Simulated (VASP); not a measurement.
# Ba (Cmmm) in VASP: single point with PBE+D3(BJ)

Aim: the single point of Ba with PBE+D3(BJ).

All numbers are computed with VASP 6.6.1; they aren't measurements. Logs are shortened: lines on timing, memory, paths and dates and some standing lists are left out, and cuts for length are marked.

### 1 The structure

It takes space group Cmmm (No. 65, orthorhombic). Conventional cell: a = 3.910 Å, b = 7.300 Å, c = 5.700 Å, α = 90.00°, β = 90.00°, γ = 90.00°. Around Ba (site symmetry mmm) lie 6 Ba at 3.91 to 4.14 Å.

This isn't the form of Ba at room conditions, which is bcc.

### 2 Single point, PBE+D3(BJ)

INCAR reads:

```
SYSTEM = Ba
PREC = Accurate ; ENCUT = 520
EDIFF = 1E-6 ; ISMEAR = 0
SIGMA = 0.1 ; LREAL = .FALSE.
LASPH = .TRUE. ; NELM = 100
ALGO = Fast ; ISIF = 2
LWAVE = .FALSE. ; LCHARG = .FALSE.
GGA = PE ; IVDW = 12
NBANDS = 11
```

KPOINTS reads:

```
regular mesh
0
G
  6 6 4
  0 0 0
```

POSCAR reads:

```
Ba
1.0
    1.9550000000     -3.6500000000      0.0000000000
    1.9550000000      3.6500000000      0.0000000000
    0.0000000000      0.0000000000      5.7000000000
Ba
1
Direct
    0.0000000000      0.0000000000      0.0000000000
```

Potentials or basis: VASP PAW PBE potentials, release 64 (Ba_sv).

Run with:

```sh
> cat potpaw_PBE.64/Ba_sv/POTCAR > POTCAR
> mpirun -np 1 vasp_std > vasp.out
```

OUTCAR:

```text
SYSTEM = Ba
   PREC = Accurate
   ENCUT = 520
   EDIFF = 1E-6
   ISMEAR = 0
   LREAL = .FALSE.
   LASPH = .TRUE.
   NELM = 100
   ISIF = 2
   GGA = PE
   IVDW = 12
 IVDW          = 12

 ion  position               nearest neighbor table
   1  0.000  0.000  0.000-

  LATTYP: Found a base centered orthorhombic cell.
 ALAT       =     3.9100000000
 B/A-ratio  =     1.8670076726
 C/A-ratio  =     1.4578005115

  Lattice vectors:

 A1 = (   1.9550000000,  -3.6500000000,   0.0000000000)
 A2 = (   1.9550000000,   3.6500000000,   0.0000000000)
 A3 = (   0.0000000000,   0.0000000000,   5.7000000000)

Analysis of symmetry for initial positions (statically):
=====================================================================
 Subroutine PRICEL returns:
 Original cell was already a primitive cell.

 Routine SETGRP: Setting up the symmetry group for a
 base centered orthorhombic supercell.

 Subroutine GETGRP returns: Found  8 space group operations
 (whereof  8 operations were pure point group operations)
 out of a pool of  8 trial point group operations.

The static configuration has the point symmetry D_2h.

Analysis of symmetry for dynamics (positions and initial velocities):
=====================================================================
 Subroutine PRICEL returns:
 Original cell was already a primitive cell.

 Routine SETGRP: Setting up the symmetry group for a
 base centered orthorhombic supercell.

 Subroutine GETGRP returns: Found  8 space group operations
 (whereof  8 operations were pure point group operations)
 out of a pool of  8 trial point group operations.

The dynamic configuration has the point symmetry D_2h.

 Subroutine INISYM returns: Found  8 space group operations
 (whereof  8 operations are pure point group operations),
 and found     1 'primitive' translations

----------------------------------------------------------------------------------------

                                     Primitive cell

  volume of cell :      81.3476

  direct lattice vectors                    reciprocal lattice vectors
     1.955000000 -3.650000000  0.000000000     0.255754476 -0.136986301  0.000000000
     1.955000000  3.650000000  0.000000000     0.255754476  0.136986301  0.000000000
     0.000000000  0.000000000  5.700000000     0.000000000  0.000000000  0.175438596

  length of vectors
     4.140594764  4.140594764  5.700000000     0.290130313  0.290130313  0.175438596

  position of ions in fractional coordinates (direct lattice)
     0.000000000  0.000000000  0.000000000

  ion indices of the primitive-cell ions
[... 83 lines left out ...]
   TEBEG  =    0.0;   TEEND  =   0.0 temperature during run
   PSTRESS=    0.0 pullay stress
   NELECT =      10.0000    total number of electrons
   NUPDOWN=      -1.0000    fix difference up-down
   EMIN   =  10.00;   EMAX   =-10.00  energy-range for DOS
   EFERMI =   0.00;   METHOD = LEGACY
   ISMEAR =     0;   SIGMA  =   0.10  broadening in eV -4-tet -1-fermi 0-gaus
   EFERMI_NEDOS =   21; number of points for ismear=-14 and -15
   IALGO  =     68    algorithm
   IMIX   =      4    mixing-type and parameters
     AMIX     =   0.40;   BMIX     =  1.00
     AMIX_MAG =   1.60;   BMIX_MAG =  1.00
  volume/ion in A,a.u.               =      81.35       548.96
  Fermi-wavevector in a.u.,A,eV,Ry     =   0.814004  1.538245  9.015260  0.662603
  Thomas-Fermi vector in A             =   1.923832
   LORBIT       =      0    0 simple, 1 ext, 2 COOP (PROOUT), +10 PAW based schemes
   GGA     = PE    functional components
   LHFCALC =     F    Hartree Fock is set to
   AEXX    =    0.0000 exact exchange contribution
   IVDW    =    12    specifies the selected vdW correction
   LEPSILON=     F    determine dielectric tensor
   LRPA    =     F    only Hartree local field effects (RPA)
 non-spin polarized calculation
 RMM-DIIS sequential band-by-band and
 Gauss-broadening in eV      SIGMA  =   0.10
  energy-cutoff  :      520.00
  volume of cell :       81.35
 maximum number of plane-waves:      2214
   NGX = 15   NGY = 15   NGZ = 21

 number of electron      10.0000001 magnetization

 Free energy of the ion-electron system (eV)
  ---------------------------------------------------
  ext. energy  EPLUGINS =         0.00000000
  ---------------------------------------------------
  free energy    TOTEN  =        -1.29461472 eV

  energy without entropy =       -1.27527661  energy(sigma->0) =       -1.28494567

 E-fermi :   0.7082     XC(G=0):  -6.4488

 val. band max:        0.7037157104   @ k =   0.0000   0.0000   0.0000
 cond. band min:       0.7151001067   @ k =   0.3333   0.1667   0.5000
 fundamental gap:      0.0113843963
 Fermi energy:         0.7082382040

 k-point     1 :       0.0000    0.0000    0.0000
  band No.  band energies     occupation
      1     -28.4064      2.00000
      2     -13.6624      2.00000
      3     -13.1707      2.00000
      4     -13.1087      2.00000
      5      -1.6139      2.00000
      6       0.7037      1.05100
      7       2.2213      0.00000
      8       3.1797      0.00000
      9       3.8462      0.00000
     10       4.7363      0.00000
     11       5.0285      0.00000
[... 309 lines left out ...]
 k-point    24 :       0.5000    0.3333    0.2500
  band No.  band energies     occupation
      1     -28.3302      2.00000
      2     -13.7852      2.00000
      3     -13.5577      2.00000
      4     -13.4199      2.00000
      5       0.7308      0.75008
      6       1.0600      0.00000
      7       2.0964      0.00000
      8       2.5116      0.00000
      9       3.2086      0.00000
     10       5.6315      0.00000
     11       6.1017      0.00000

 [... further k-points ...]

------------------------ aborting loop because EDIFF is reached ----------------------------------------

 Edisp (eV)   -0.14832

 E8    (eV) :    -0.0847

  FORCE on cell =-STRESS in cart. coord.  units (eV):
  Direction    XX          YY          ZZ          XY          YZ          ZX
  --------------------------------------------------------------------------------------
  -------------------------------------------------------------------------------------
  Total       1.30958     0.70284    -1.30623    -0.00000     0.00000     0.00000
  in kB      25.79276    13.84271   -25.72672    -0.00000     0.00000     0.00000
  external pressure =        4.64 kB  Pullay stress =        0.00 kB

 VOLUME and BASIS-vectors are now :
 -----------------------------------------------------------------------------
  energy-cutoff  :      520.00
  volume of cell :       81.35
      direct lattice vectors                 reciprocal lattice vectors
     1.955000000 -3.650000000  0.000000000     0.255754476 -0.136986301  0.000000000
     1.955000000  3.650000000  0.000000000     0.255754476  0.136986301  0.000000000
     0.000000000  0.000000000  5.700000000     0.000000000  0.000000000  0.175438596

 POSITION                                       TOTAL-FORCE (eV/Angst)
 -----------------------------------------------------------------------------------
      0.00000      0.00000      0.00000         0.000000      0.000000      0.000000
 -----------------------------------------------------------------------------------
    total drift:                               -0.000000     -0.000000     -0.000000

  FREE ENERGIE OF THE ION-ELECTRON SYSTEM (eV)
  ---------------------------------------------------
  free  energy   TOTEN  =        -1.4429366001 eV

  energy  without entropy=       -1.4235984900  energy(sigma->0) =       -1.43326755
```

Wall time 31 s (1 thread of Intel Xeon Platinum 8375C at 2.90GHz (Ice Lake), shared host); peak memory 0.21 GiB.

What came out:

```
Free energy                : -1.4429 eV
Pressure                   : 0.5 GPa
Band gap on the k mesh     : none (metal or under the smearing width)
Dispersion energy per atom : -0.148 eV
```

Caveat: pairwise dispersion overbinds metals, which lowers pressure and volume. Spin-orbit coupling is left out, which matters for the levels of Ba.
